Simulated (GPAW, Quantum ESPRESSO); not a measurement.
Given: the input of a run of GPAW 26.7.0 (ASE script) on Re (Rhenium). 

Contents of run.py:

```python
from ase import Atoms
from ase.dft.bandgap import bandgap
from ase.io import write
from ase.units import GPa
from gpaw import GPAW, PW

atoms = Atoms(['Re', 'Re'],
              cell=[[2.7608, 0.0, 0.0],
                    [-1.3804, 2.3909229348, 0.0],
                    [0.0, 0.0, 4.4582]],
              scaled_positions=[[0.6666666667, 0.3333333333, 0.75],
                                [0.3333333333, 0.6666666667, 0.25]],
              pbc=True)

calc = GPAW(mode=PW(600),
            xc='PBE',
            kpts={'size': (11, 11, 6), 'gamma': True},
            occupations={'name': 'fermi-dirac', 'width': 0.05},
            nbands=26,
            convergence={'density': 1e-05, 'energy': 1e-05},
            maxiter=150,
            txt='gpaw.txt')
atoms.calc = calc
energy = atoms.get_potential_energy()
forces = atoms.get_forces()
stress = atoms.get_stress()
calc.write('gs.gpw')
write('result.traj', atoms)
print(f'Energy: {energy:.6f} eV')
print('Forces (eV/A):')
print(forces.round(4))
print('Stress (GPa):', (stress / GPa).round(3))
print('Fermi level:', round(calc.get_fermi_level(), 4), 'eV')
print(f'Gap: {bandgap(calc)[0]:.4f} eV, direct: {bandgap(calc, direct=True)[0]:.4f} eV')
```

Potentials or basis: GPAW PAW data sets (gpaw-data 1.2.1), pw.

The run is started by

```bash
$ OMP_NUM_THREADS=1 python run.py
```

**Question.** Translate it to Quantum ESPRESSO 7.5. Potentials or basis there: SSSP 1.3 efficiency PBE, cutoff 748 eV.

**Answer.** As run (cutoffs and basis follow the program's own potentials, and thresholds, step limits or extra output files can differ):

Contents of pw.in:

```
&CONTROL
  calculation = 'scf'
  prefix = 'pwscf'
  outdir = './tmp'
  pseudo_dir = './pseudo'
  tprnfor = .true.
  tstress = .true.
  disk_io = 'nowf'
/
&SYSTEM
  ibrav = 0
  nat = 2
  ntyp = 1
  ecutwfc = 55
  ecutrho = 440
  nbnd = 22
  occupations = 'smearing'
  smearing = 'fd'
  degauss = 0.00367493
/
&ELECTRONS
  conv_thr = 4d-10
  electron_maxstep = 120
  mixing_beta = 0.5
/
ATOMIC_SPECIES
Re   186.2070 Re_pbe_v1.2.uspp.F.UPF
CELL_PARAMETERS angstrom
   2.7608000000    0.0000000000    0.0000000000
  -1.3804000000    2.3909229348    0.0000000000
   0.0000000000    0.0000000000    4.4582000000
ATOMIC_POSITIONS crystal
Re     0.6666666667    0.3333333333    0.7500000000
Re     0.3333333333    0.6666666667    0.2500000000
K_POINTS automatic
11 11 6 0 0 0
```

Potentials or basis: SSSP 1.3 efficiency PBE.

The run is started by

```sh
$ OMP_NUM_THREADS=1 pw.x -in pw.in > pw.out
```

Both were run:

|  | GPAW | Quantum ESPRESSO |
| --- | --- | --- |
| Pressure | 5.4 GPa | 5.6 GPa |

The potentials hold 26 and 30 valence electrons a cell.

Pressure is positive in compression.
